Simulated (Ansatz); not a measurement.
# C: the cost of one run

Method: DFT PBE, scalar-relativistic, plane waves, PAW, in Ansatz 0.2.0.

## 1. The starting structure

It takes space group C2 (No. 5, monoclinic). Conventional cell: a = 9.470 Å, b = 3.810 Å, c = 6.244 Å, α = 90.00°, β = 109.08°, γ = 90.00°. C (site symmetry 1) has 4 C at 1.46 to 1.57 Å as nearest neighbours. Around C (site symmetry 1) lie 4 C at 1.46 to 1.51 Å. C (site symmetry 1) has 3 C at 1.33 to 1.48 Å as nearest neighbours. C (site symmetry 1) is surrounded by 3 C at 1.33 to 1.51 Å. C (site symmetry 2) is surrounded by 4 C at 1.48 to 1.57 Å. Around C (site symmetry 2) lie 4 C at 1.46 to 1.64 Å. C (site symmetry 1) has 4 C at 1.48 to 1.64 Å as nearest neighbours.

As a file:

```cif
data_structure
_symmetry_space_group_name_H-M 'P 1'
_symmetry_Int_Tables_number 1
_cell_length_a 5.1038
_cell_length_b 5.1038
_cell_length_c 6.2439
_cell_angle_alpha 107.650
_cell_angle_beta 107.650
_cell_angle_gamma 43.830
_cell_volume 106.45
loop_
_atom_site_label
_atom_site_type_symbol
_atom_site_fract_x
_atom_site_fract_y
_atom_site_fract_z
_atom_site_occupancy
C1 C 0.97877 0.30079 0.69539 1
C2 C 0.94402 0.30496 0.18688 1
C3 C 0.69921 0.02123 0.30461 1
C4 C 0.69504 0.05598 0.81312 1
C5 C 0.28691 0.24425 0.26026 1
C6 C 0.39320 0.04319 0.73177 1
C7 C 0.69843 0.30157 0.50000 1
C8 C 0.67776 0.32224 0.00000 1
C9 C 0.68825 0.30772 0.73583 1
C10 C 0.69228 0.31175 0.26417 1
C11 C 0.95681 0.60680 0.26823 1
C12 C 0.75575 0.71309 0.73974 1
```

The cell was relaxed beforehand at this level, from a generated guess; it needn't be the stable form of this composition. At a tolerance of 0.02 Å it has space group C2 (No. 5); it has 8.87 Å³/atom, an uncorrected energy of +1.37 eV/atom over the standard state.

## 2. Static run: bands, density of states and charges

input.yaml reads:

```yaml
crystal:
  lattice:
    - [4.7349786314, -1.9049013999, 0.0051275924]
    - [4.7349786314, 1.9049013999, 0.0051275924]
    - [-2.046980356, 0.0, 5.8988020752]
  atoms:
    - { symbol: C, position: [0.9787689285, 0.3007892488, 0.6953856235] }
    - { symbol: C, position: [0.944021582, 0.3049607534, 0.1868751444] }
    - { symbol: C, position: [0.6992107512, 0.0212310715, 0.3046143765] }
    - { symbol: C, position: [0.6950392466, 0.055978418, 0.8131248556] }
    - { symbol: C, position: [0.2869145254, 0.2442461791, 0.2602613975] }
    - { symbol: C, position: [0.3932046981, 0.0431914557, 0.7317713932] }
    - { symbol: C, position: [0.6984328784, 0.3015671216, 0.5] }
    - { symbol: C, position: [0.6777583474, 0.3222416526, 0.0] }
    - { symbol: C, position: [0.6882537093, 0.3077163051, 0.7358262316] }
    - { symbol: C, position: [0.6922836949, 0.3117462907, 0.2641737684] }
    - { symbol: C, position: [0.9568085443, 0.6067953019, 0.2682286068] }
    - { symbol: C, position: [0.7557538209, 0.7130854746, 0.7397386025] }
basis:
  ecutwfc: 420
kpoints:
  mp_grid: { grid: [8, 8, 6] }
  band_path:
    path:
      - [[0.0, 0.0, 0.0], [-0.29530056, 0.29530056, 0.0]]
      - [[-0.70469944, -0.29530056, 0.0], [-0.5, -0.5, 0.0], [0.0, 0.0, 0.0], [-0.5, -0.5, 0.5], [-0.72715372, -0.27284628, 0.5]]
      - [[-0.27284628, 0.27284628, 0.5], [0.0, 0.0, 0.5], [0.0, 0.0, 0.0]]
      - [[-0.5, 0.0, 0.5], [0.0, 0.0, 0.0], [-0.5, 0.0, 0.0]]
    npoints: 10
hamiltonian:
  xc: pbe
scf:
  occupations: { method: gaussian, width: 0.02 }
  n_extra_bands: 30
output:
  forces: true
  stress: true
  eigenvalues: true
  populations: true
  dos: { projected: true, de: 0.02, nscf_kmesh: { grid: [12, 12, 9] } }
  bader: false
```

The run is started by

```
> ansatz run input.yaml --threads 1 --pin off --max-ram 2560MiB --backend cpu --events-out ev --progress --plain --runs-dir out
```

Q: Estimate wall time and peak memory on 1 thread of Arm Neoverse V2, shared host.

About 4.5 min, with a peak of 1.2 GiB.
